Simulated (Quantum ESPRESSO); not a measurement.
The system is Cr.

```
CELL_PARAMETERS angstrom
0.00000 -2.88390 0.00000
-2.88390 0.00000 0.00000
0.00000 0.00000 -2.88390
ATOMIC_POSITIONS crystal
Cr 0.49304 0.58461 0.51241
Cr 0.00696 0.91539 0.98759
```

This isn't the form of Cr at room conditions, which is bcc.

Below is the output of Quantum ESPRESSO 7.5 for this cell. Logs are shortened: lines on timing, memory, paths and dates and some standing lists are left out, and cuts for length are marked.

```text
This program is part of the open-source Quantum ESPRESSO suite
     for quantum simulation of materials; please cite
         "P. Giannozzi et al., J. Phys.:Condens. Matter 21 395502 (2009);
         "P. Giannozzi et al., J. Phys.:Condens. Matter 29 465901 (2017);
         "P. Giannozzi et al., J. Chem. Phys. 152 154105 (2020);
     in publications or presentations arising from this work. More details at

     Message from routine setup:
     using ibrav=0 with symmetry is DISCOURAGED, use correct ibrav instead

     G-vector sticks info
     --------------------
     sticks:   dense  smooth     PW     G-vecs:    dense   smooth      PW
     Sum        1041     517    161                25341     8925    1551

     Using Slab Decomposition

     bravais-lattice index     =            0
     lattice parameter (alat)  =       5.4498  a.u.
     unit-cell volume          =     161.8591 (a.u.)^3
     number of atoms/cell      =            2
     number of atomic types    =            1
     number of electrons       =        28.00
     number of Kohn-Sham states=           24
     kinetic-energy cutoff     =      55.0000  Ry
     charge density cutoff     =     440.0000  Ry
     scf convergence threshold =      4.0E-10
     mixing beta               =       0.3000
     number of iterations used =            8  plain     mixing
     Exchange-correlation=  SLA  PW   PBX  PBC
                           (   1   4   3   4   0   0   0)

     celldm(1)=   5.449781  celldm(2)=   0.000000  celldm(3)=   0.000000
     celldm(4)=   0.000000  celldm(5)=   0.000000  celldm(6)=   0.000000

     crystal axes: (cart. coord. in units of alat)
               a(1) = (   0.000000  -1.000000   0.000000 )
               a(2) = (  -1.000000   0.000000   0.000000 )
               a(3) = (   0.000000   0.000000  -1.000000 )

     reciprocal axes: (cart. coord. in units 2 pi/alat)
               b(1) = ( -0.000000 -1.000000 -0.000000 )
               b(2) = ( -1.000000 -0.000000 -0.000000 )
               b(3) = ( -0.000000 -0.000000 -1.000000 )

     PseudoPot. # 1 for Cr read from file:
     cr_pbe_v1.5.uspp.F.UPF
     Pseudo is Ultrasoft + core correction, Zval = 14.0
     Generated by new atomic code, or converted to UPF format
     Using radial grid of  857 points,  6 beta functions with:
                l(1) =   0
                l(2) =   0
                l(3) =   1
                l(4) =   1
                l(5) =   2
                l(6) =   2
     Q(r) pseudized with  8 coefficients,  rinner =    0.950   0.950   0.950
                                                       0.950   0.950

     atomic species   valence    mass     pseudopotential
     Cr               14.00    51.99610     Cr( 1.00)

     Starting magnetic structure
     atomic species   magnetization
     Cr              0.214

      2 Sym. Ops., with inversion, found ( 1 have fractional translation)

   Cartesian axes

     site n.     atom                  positions (alat units)
         1        Cr     tau(   1) = (  -0.5846113  -0.4930417  -0.5124136  )
         2        Cr     tau(   2) = (  -0.9153887  -0.0069583  -0.9875864  )

     number of k points=   365  Fermi-Dirac smearing, width (Ry)=  0.0037

     Number of k-points >= 100: set verbosity='high' to print them.

     Dense  grid:    25341 G-vectors     FFT dimensions: (  40,  40,  40)

     Smooth grid:     8925 G-vectors     FFT dimensions: (  30,  30,  30)

     Check: negative core charge=   -0.000009
     Generating pointlists ...
     new r_m :   0.3118 (alat units)  1.6994 (a.u.) for type    1

     Initial potential from superposition of free atoms

     starting charge      26.0000, renormalised to      28.0000

     negative rho (up, down):  7.832E-04 5.067E-04
     Starting wfcs are   20 randomized atomic wfcs +    4 random wfcs

     Self-consistent Calculation

     iteration #  1     ecut=    55.00 Ry     beta= 0.30
     Davidson diagonalization with overlap
     ethr =  1.00E-02,  avg # of iterations =  5.4

     negative rho (up, down):  1.330E-03 1.728E-03

     total energy              =    -350.35600964 Ry
     estimated scf accuracy    <       4.16599412 Ry

     total magnetization       =     1.14 Bohr mag/cell
     absolute magnetization    =     1.18 Bohr mag/cell
[... 157 lines left out ...]
     iteration # 15     ecut=    55.00 Ry     beta= 0.30
     Davidson diagonalization with overlap
     ethr =  4.51E-11,  avg # of iterations =  2.0

     negative rho (up, down):  8.072E-04 8.072E-04

     Magnetic moment per site  (integrated on atomic sphere of radius R)
     atom   1 (R=0.312)  charge= 11.5553  magn= -0.0000
     atom   2 (R=0.312)  charge= 11.5553  magn= -0.0000

     End of self-consistent calculation

     Number of k-points >= 100: set verbosity='high' to print the bands.

     the Fermi energy is    18.4624 ev

!    total energy              =    -350.93776489 Ry
     estimated scf accuracy    <          3.4E-10 Ry
     smearing contrib. (-TS)   =      -0.00094984 Ry
     internal energy E=F+TS    =    -350.93681505 Ry

     The total energy is F=E-TS. E is the sum of the following terms:
     one-electron contribution =    -127.27614305 Ry
     hartree contribution      =      78.94798333 Ry
     xc contribution           =     -44.94768550 Ry
     ewald contribution        =    -257.66096984 Ry

     total magnetization       =    -0.00 Bohr mag/cell
     absolute magnetization    =     0.00 Bohr mag/cell

     convergence has been achieved in  15 iterations

     negative rho (up, down):  8.072E-04 8.072E-04

     Forces acting on atoms (cartesian axes, Ry/au):

     atom    1 type  1   force =     0.09512264   -0.00892715    0.01496213
     atom    2 type  1   force =    -0.09512264    0.00892715   -0.01496213

     Total force =     0.136762     Total SCF correction =     0.000047

     Computing stress (Cartesian axis) and pressure

     negative rho (up, down):  8.072E-04 8.072E-04
          total   stress  (Ry/bohr**3)                   (kbar)     P=       65.43
  -0.00013117  -0.00002704   0.00004331          -19.30       -3.98        6.37
  -0.00002704   0.00071920  -0.00004755           -3.98      105.80       -6.99
   0.00004331  -0.00004755   0.00074638            6.37       -6.99      109.80

=------------------------------------------------------------------------------=
   JOB DONE.
=------------------------------------------------------------------------------=
```

**Question.** What input gives this log?

**Answer.** Single point with PBE, collinear spin, ferromagnetic start. The files as run (others can give the same):

pw.in
```
&CONTROL
  calculation = 'scf'
  prefix = 'pwscf'
  outdir = './tmp'
  pseudo_dir = './pseudo'
  tprnfor = .true.
  tstress = .true.
  disk_io = 'nowf'
/
&SYSTEM
  ibrav = 0
  nat = 2
  ntyp = 1
  ecutwfc = 55
  ecutrho = 440
  nbnd = 24
  occupations = 'smearing'
  smearing = 'fd'
  degauss = 0.00367493
  nspin = 2
  starting_magnetization(1) = 0.2143
/
&ELECTRONS
  conv_thr = 4d-10
  electron_maxstep = 120
  mixing_beta = 0.3
/
ATOMIC_SPECIES
Cr    51.9961 cr_pbe_v1.5.uspp.F.UPF
CELL_PARAMETERS angstrom
   0.0000000000   -2.8839000000    0.0000000000
  -2.8839000000    0.0000000000    0.0000000000
   0.0000000000    0.0000000000   -2.8839000000
ATOMIC_POSITIONS crystal
Cr     0.4930417200    0.5846112600    0.5124135800
Cr     0.0069582800    0.9153887400    0.9875864200
K_POINTS automatic
9 9 9 0 0 0
```

Potentials or basis: SSSP 1.3 efficiency PBE.
Command:
```bash
$ OMP_NUM_THREADS=1 pw.x -in pw.in > pw.out
```

Caveat: the starting moments collapsed, and a magnetic state may lie lower.
